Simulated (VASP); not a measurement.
# Li3HSe (Pm-3m) in VASP: settings compared, part 2 of 2

VASP 6.6.1. Earlier steps stand in the parts before.

**3. Relaxation of cell and atoms, PBE**

This run uses another cell than the first one, of 12.24 Å³/atom, 0.975 times its volume.

File INCAR:

```
PREC = Accurate
ENCUT = 600
EDIFF = 1E-7
ISMEAR = 0
SIGMA = 0.03
LREAL = False
LASPH = True
NELM = 80
ALGO = Normal
ISIF = 3
LWAVE = False
LCHARG = False
GGA = PE
IBRION = 2
NSW = 90
EDIFFG = -0.005
```

File KPOINTS:

```
regular mesh
0
Gamma
  8 8 8
```

File POSCAR:

```
Li3HSe                                  
1.0
    3.9409257354     -0.0000000000     -0.0000000000
    0.0000000000      3.9409257354     -0.0000000000
   -0.0000000000      0.0000000000      3.9409257354
  Li              H               Se            
     3     1     1
Direct
     0.0000000000000000    0.5000000000000000    0.5000000000000000
     0.5000000000000000    0.0000000000000000    0.5000000000000000
     0.5000000000000000    0.5000000000000000    0.0000000000000000
     0.5000000000000000    0.5000000000000000    0.5000000000000000
     0.0000000000000000    0.0000000000000000    0.0000000000000000
```

Potentials or basis: VASP PAW PBE potentials, release 64 (Li_sv, H, Se).

Started as:

```bash
cat potpaw_PBE.64/Li_sv/POTCAR potpaw_PBE.64/H/POTCAR potpaw_PBE.64/Se/POTCAR > POTCAR
mpirun -np 1 vasp_std > vasp.out
```

OUTCAR:

```text
PREC = Accurate
   ENCUT = 600
   EDIFF = 1E-7
   ISMEAR = 0
   LREAL = False
   LASPH = True
   NELM = 80
   ISIF = 3
   GGA = PE
   IBRION = 2
   NSW = 90
   EDIFFG = -0.005

 ion  position               nearest neighbor table
   1  0.000  0.500  0.500-
   2  0.500  0.000  0.500-
   3  0.500  0.500  0.000-
   4  0.500  0.500  0.500-
   5  0.000  0.000  0.000-

  LATTYP: Found a simple cubic cell.
 ALAT       =     3.9409257354

  Lattice vectors:

 A1 = (   3.9409257354,   0.0000000000,   0.0000000000)
 A2 = (   0.0000000000,   3.9409257354,   0.0000000000)
 A3 = (   0.0000000000,   0.0000000000,   3.9409257354)

Analysis of symmetry for initial positions (statically):
=====================================================================
 Subroutine PRICEL returns:
 Original cell was already a primitive cell.

 Routine SETGRP: Setting up the symmetry group for a
 simple cubic supercell.

 Subroutine GETGRP returns: Found 48 space group operations
 (whereof 48 operations were pure point group operations)
 out of a pool of 48 trial point group operations.

The static configuration has the point symmetry O_h .

Analysis of symmetry for dynamics (positions and initial velocities):
=====================================================================
 Subroutine PRICEL returns:
 Original cell was already a primitive cell.

 Routine SETGRP: Setting up the symmetry group for a
 simple cubic supercell.

 Subroutine GETGRP returns: Found 48 space group operations
 (whereof 48 operations were pure point group operations)
 out of a pool of 48 trial point group operations.

The dynamic configuration has the point symmetry O_h .

 Subroutine INISYM returns: Found 48 space group operations
 (whereof 48 operations are pure point group operations),
 and found     1 'primitive' translations

----------------------------------------------------------------------------------------

                                     Primitive cell

  volume of cell :      61.2061

  direct lattice vectors                    reciprocal lattice vectors
     3.940925735  0.000000000  0.000000000     0.253747487  0.000000000  0.000000000
     0.000000000  3.940925735  0.000000000     0.000000000  0.253747487  0.000000000
     0.000000000  0.000000000  3.940925735     0.000000000  0.000000000  0.253747487

  length of vectors
     3.940925735  3.940925735  3.940925735     0.253747487  0.253747487  0.253747487

  position of ions in fractional coordinates (direct lattice)
     0.000000000  0.500000000  0.500000000
     0.500000000  0.000000000  0.500000000
     0.500000000  0.500000000  0.000000000
     0.500000000  0.500000000  0.500000000
     0.000000000  0.000000000  0.000000000

  ion indices of the primitive-cell ions
   primitive index   ion index
                 1           1
                 2           2
                 3           3
                 4           4
                 5           5

----------------------------------------------------------------------------------------

 KPOINTS: regular mesh

Automatic generation of k-mesh.
 Grid dimensions read from file:
 generate k-points for:    8    8    8

 Generating k-lattice:

  Cartesian coordinates                     Fractional coordinates (reciprocal lattice)
     0.031718436  0.000000000  0.000000000     0.125000000  0.000000000  0.000000000
     0.000000000  0.031718436  0.000000000     0.000000000  0.125000000  0.000000000
[... 50 lines left out ...]
   ISTART =      0    job   : 0-new  1-cont  2-samecut
   ICHARG =      2    charge: 1-file 2-atom 10-const
   ISPIN  =      1    spin polarized calculation?
   LNONCOLLINEAR =      F non collinear calculations
   LSORBIT =      F    spin-orbit coupling
   LASPH  =      T    aspherical Exc in radial PAW
   ENCUT  =  600.0 eV  44.10 Ry    6.64 a.u.   7.87  7.87  7.87*2*pi/ulx,y,z
   NELM   =     80;   NELMIN=  2; NELMDL= -5     # of ELM steps
   EDIFF  = 0.1E-06   stopping-criterion for ELM
   LREAL  =      F    real-space projection
   EDIFFG = -.5E-02   stopping-criterion for IOM
   NSW    =     90    number of steps for IOM
   IBRION =      2    ionic relax: 0-MD 1-quasi-New 2-CG
   NFREE  =      1    steps in history (QN), initial steepest desc. (CG)
   ISIF   =      3    stress and relaxation
   ISYM   =      2    0-nonsym 1-usesym 2-fastsym
   POTIM  = 0.5000    time-step for ionic-motion
   TEBEG  =    0.0;   TEEND  =   0.0 temperature during run
   PSTRESS=    0.0 pullay stress
   NELECT =      16.0000    total number of electrons
   NUPDOWN=      -1.0000    fix difference up-down
   EMIN   =  10.00;   EMAX   =-10.00  energy-range for DOS
   EFERMI =   0.00;   METHOD = LEGACY
   ISMEAR =     0;   SIGMA  =   0.03  broadening in eV -4-tet -1-fermi 0-gaus
   EFERMI_NEDOS =   21; number of points for ismear=-14 and -15
   IALGO  =     38    algorithm
   IMIX   =      4    mixing-type and parameters
     AMIX     =   0.40;   BMIX     =  1.00
     AMIX_MAG =   1.60;   BMIX_MAG =  1.00
  volume/ion in A,a.u.               =      12.24        82.61
  Fermi-wavevector in a.u.,A,eV,Ry     =   1.046767  1.978102 14.908183  1.095721
  Thomas-Fermi vector in A             =   2.181619
   LORBIT       =      0    0 simple, 1 ext, 2 COOP (PROOUT), +10 PAW based schemes
   GGA     = PE    functional components
   LHFCALC =     F    Hartree Fock is set to
   AEXX    =    0.0000 exact exchange contribution
   IVDW    =     0    specifies the selected vdW correction
   LEPSILON=     F    determine dielectric tensor
   LRPA    =     F    only Hartree local field effects (RPA)
 conjugate gradient relaxation of ions
 non-spin polarized calculation
 Gauss-broadening in eV      SIGMA  =   0.03
  energy-cutoff  :      600.00
  volume of cell :       61.21
 maximum number of plane-waves:      2064
 NGX is ok and might be reduce to    32
   NGX = 15   NGY = 15   NGZ = 15

 number of electron      16.0000012 magnetization

 Free energy of the ion-electron system (eV)
  ---------------------------------------------------
  ext. energy  EPLUGINS =         0.00000000
  ---------------------------------------------------
  free energy    TOTEN  =       -17.12607160 eV

  energy without entropy =      -17.12607160  energy(sigma->0) =      -17.12607160

 E-fermi :   2.3236     XC(G=0):  -8.9910

 val. band max:        2.1264818426   @ k =   0.5000   0.5000   0.0000
 cond. band min:       5.5739684146   @ k =   0.5000   0.0000   0.0000
 fundamental gap:      3.4474865720
 Fermi energy:         2.3236209218

 k-point     1 :       0.0000    0.0000    0.0000
  band No.  band energies     occupation
      1     -43.0725      2.00000
      2     -43.0196      2.00000
      3     -43.0196      2.00000
      4      -9.7311      2.00000
      5      -0.7044      2.00000
      6       0.8921      2.00000
      7       0.8921      2.00000
      8       0.8921      2.00000
      9       7.8852      0.00000
     10       7.8852      0.00000
     11       8.9987      0.00000
     12       8.9988      0.00000
[... 331 lines left out ...]
 k-point    24 :       0.5000    0.3750    0.1250
  band No.  band energies     occupation
      1     -43.0429      2.00000
      2     -43.0366      2.00000
      3     -43.0305      2.00000
      4      -9.1566      2.00000
      5      -1.7377      2.00000
      6      -0.5848      2.00000
      7      -0.3899      2.00000
      8       1.4179      2.00000
      9       7.2446      0.00000
     10       7.3005      0.00000
     11       8.4317      0.00000
     12       9.0678      0.00000

 [... further k-points ...]

------------------------ aborting loop because EDIFF is reached ----------------------------------------

  FORCE on cell =-STRESS in cart. coord.  units (eV):
  Direction    XX          YY          ZZ          XY          YZ          ZX
  --------------------------------------------------------------------------------------
  -------------------------------------------------------------------------------------
  Total       -0.0142849     -0.0142849     -0.0142849      0.0000000      0.0000000      0.0000000
  in kB       -0.3739335     -0.3739335     -0.3739335      0.0000000      0.0000000      0.0000000
  external PRESSURE =      -0.3739335 kB  Pullay stress =       0.0000000 kB

 VOLUME and BASIS-vectors are now :
 -----------------------------------------------------------------------------
  energy-cutoff  :      600.00
  volume of cell :       61.21
      direct lattice vectors                 reciprocal lattice vectors
     3.940925735  0.000000000  0.000000000     0.253747487  0.000000000  0.000000000
     0.000000000  3.940925735  0.000000000     0.000000000  0.253747487  0.000000000
     0.000000000  0.000000000  3.940925735     0.000000000  0.000000000  0.253747487

 POSITION                                       TOTAL-FORCE (eV/Angst)
 -----------------------------------------------------------------------------------
      0.00000      1.97046      1.97046         0.000000      0.000000      0.000000
      1.97046      0.00000      1.97046         0.000000      0.000000      0.000000
      1.97046      1.97046      0.00000         0.000000      0.000000      0.000000
      1.97046      1.97046      1.97046         0.000000      0.000000      0.000000
      0.00000      0.00000      0.00000         0.000000      0.000000      0.000000
 -----------------------------------------------------------------------------------
    total drift:                                0.000000     -0.000000     -0.000000

  FREE ENERGIE OF THE ION-ELECTRON SYSTEM (eV)
  ---------------------------------------------------
  free  energy   TOTEN  =       -17.1260716022 eV

  energy  without entropy=      -17.1260716022  energy(sigma->0) =      -17.12607160

 reached required accuracy - stopping structural energy minimisation
```

It took 19 s on 1 thread of Intel Xeon Platinum 8488C (Sapphire Rapids), shared host; peak memory 0.19 GiB.

Results:

| Item | Value |
| --- | --- |
| Free energy | -17.1261 eV |
| Pressure after relaxing | 0.0 GPa |
| Band gap on the k mesh | 3.45 eV, indirect (least direct gap 3.97 eV) |

Final structure:
```
Li H Se
1.0
     3.94093    0.00000    0.00000
     0.00000    3.94093    0.00000
     0.00000    0.00000    3.94093
Li H Se
3 1 1
Direct
  0.00000 0.50000 0.50000
  0.50000 0.00000 0.50000
  0.50000 0.50000 0.00000
  0.50000 0.50000 0.50000
  0.00000 0.00000 0.00000
```

Caveat: the cutoff is under 1.25 times the usual one of these potentials, so pressure, stress and relaxed cells hold a basis-set (Pulay) error; the relaxation stopped at its first step, so nothing moved.

**4. Relaxation of cell and atoms, PBEsol**

File INCAR:

```
  ALGO = Normal
  EDIFF = 1E-6
  EDIFFG = -0.01
  ENCUT = 600
  GGA = PS
  IBRION = 2
  ISIF = 3
  ISMEAR = 0
  LASPH = T
  LCHARG = F
  LREAL = F
  LWAVE = F
  NELM = 80
  NSW = 90
  PREC = Accurate
  SIGMA = 0.03
```

File KPOINTS:

```
k-points
0
Gamma
  8 8 8
```

File POSCAR:

```
Li3HSe
1.0
    3.9744000000      0.0000000000      0.0000000000
    0.0000000000      3.9744000000      0.0000000000
    0.0000000000      0.0000000000      3.9744000000
Li H Se
3 1 1
Direct
    0.0000000000      0.5000000000      0.5000000000
    0.5000000000      0.0000000000      0.5000000000
    0.5000000000      0.5000000000      0.0000000000
    0.5000000000      0.5000000000      0.5000000000
    0.0000000000      0.0000000000      0.0000000000
```

Started as:

```bash
cat potpaw_PBE.64/Li_sv/POTCAR potpaw_PBE.64/H/POTCAR potpaw_PBE.64/Se/POTCAR > POTCAR
mpirun -np 1 vasp_std > vasp.out
```

Run time: 33 s. Hardware: 1 thread of Intel Xeon Platinum 8488C (Sapphire Rapids), shared host; peak memory 0.2 GiB.

It converged, with:

* Free energy: -17.6375 eV
* Relaxed volume: 11.91 Å³/atom
* Relaxed cell: a = 3.905 Å, b = 3.905 Å, c = 3.905 Å, α = 90.00°, β = 90.00°, γ = 90.00°
* Space group after relaxing (to 0.05 Å): Pm-3m (No. 221)
* Energy gained by relaxing: 4.7 meV/atom
* Ionic steps: 3
* Pressure after relaxing: -0.1 GPa
* Band gap on the k mesh: 3.47 eV, indirect (least direct gap 4.03 eV)

The path:
```tsv
step	energy change (eV)	largest force (eV/Å)	pressure (GPa)	volume (Å³)
1	0.0000	0.0000	-2.11	62.78
2	-0.0158	0.0000	-1.27	61.29
3	-0.0236	0.0000	-0.13	59.54
```

Final structure:
```xyz
5
Lattice="3.9048 0.0000 0.0000 0.0000 3.9048 0.0000 0.0000 0.0000 3.9048" Properties=species:S:1:pos:R:3 pbc="T T T"
Li    0.0000    1.9524    1.9524
Li    1.9524    0.0000    1.9524
Li    1.9524    1.9524    0.0000
H     1.9524    1.9524    1.9524
Se    0.0000    0.0000    0.0000
```

Levels at points of the mesh, in eV from the valence-band top:
```tsv
k point	band 5	band 6	band 7	band 8	band 9	band 10	band 11	band 12
(0.00, 0.00, 0.00)	-2.78	-1.31	-1.31	-1.31	5.71	5.71	6.92	6.92
(0.50, 0.00, 0.00)	-4.75	-0.57	-0.56	-0.56	3.47	4.36	4.36	5.12
(0.50, 0.50, 0.00)	-3.55	-3.14	-3.14	0.00	4.26	6.63	6.63	6.87
(0.50, 0.50, 0.50)	-3.52	-2.93	-2.93	-2.93	4.18	4.18	4.18	10.58
```

Caveat: the cutoff is under 1.25 times the usual one of these potentials, so pressure, stress and relaxed cells hold a basis-set (Pulay) error; the PAW data sets were made with another functional, which shifts forces and pressure a little. A k mesh can miss the band edges.

**5. Relaxation of cell and atoms, PBEsol**

This run uses another cell than the first one, of 11.91 Å³/atom, 0.948 times its volume.

INCAR: that of step 4 with these lines changed.

```diff
@@ -1,4 +1,4 @@
   ALGO = Normal
-  EDIFF = 1E-6
-  EDIFFG = -0.01
+  EDIFF = 1E-7
+  EDIFFG = -0.005
   ENCUT = 600
```

KPOINTS is that of step 4.

File POSCAR:

```
Li3HSe                                  
1.0
    3.9048228190     -0.0000000000      0.0000000000
    0.0000000000      3.9048228190      0.0000000000
    0.0000000000      0.0000000000      3.9048228190
  Li              H               Se            
     3     1     1
Direct
     0.0000000000000000    0.5000000000000000    0.5000000000000000
     0.5000000000000000    0.0000000000000000    0.5000000000000000
     0.5000000000000000    0.5000000000000000    0.0000000000000000
     0.5000000000000000    0.5000000000000000    0.5000000000000000
     0.0000000000000000    0.0000000000000000    0.0000000000000000
```

Started as:

```bash
cat potpaw_PBE.64/Li_sv/POTCAR potpaw_PBE.64/H/POTCAR potpaw_PBE.64/Se/POTCAR > POTCAR
mpirun -np 1 vasp_std > vasp.out
```

It took 25 s on 1 thread of Intel Xeon Platinum 8488C (Sapphire Rapids), shared host; peak memory 0.19 GiB.

It converged, with:

```
Free energy                            : -17.6339 eV
Relaxed volume                         : 11.89 Å³/atom
Relaxed cell                           : a = 3.903 Å, b = 3.903 Å, c = 3.903 Å, α = 90.00°, β = 90.00°, γ = 90.00°
Space group after relaxing (to 0.05 Å) : Pm-3m (No. 221)
Energy gained by relaxing              : 0.0 meV/atom
Ionic steps                            : 2
Pressure after relaxing                : -0.1 GPa
Band gap on the k mesh                 : 3.48 eV, indirect (least direct gap 4.03 eV)
```

Final structure:
```
Li H Se
1.0
     3.90331    0.00000    0.00000
     0.00000    3.90331    0.00000
     0.00000    0.00000    3.90331
Li H Se
3 1 1
Direct
  0.00000 0.50000 0.50000
  0.50000 0.00000 0.50000
  0.50000 0.50000 0.00000
  0.50000 0.50000 0.50000
  0.00000 0.00000 0.00000
```

Levels at points of the mesh, in eV from the valence-band top:
```tsv
k point	band 6	band 7	band 8	band 9	band 10	band 11
(0.00, 0.00, 0.00)	-1.31	-1.31	-1.31	5.71	5.71	6.92
(0.50, 0.00, 0.00)	-0.57	-0.56	-0.56	3.48	4.36	4.36
(0.50, 0.50, 0.00)	-3.14	-3.14	0.00	4.27	6.63	6.63
(0.50, 0.50, 0.50)	-2.94	-2.94	-2.94	4.18	4.18	4.18
```

Caveat: the cutoff is under 1.25 times the usual one of these potentials, so pressure, stress and relaxed cells hold a basis-set (Pulay) error; the PAW data sets were made with another functional, which shifts forces and pressure a little.
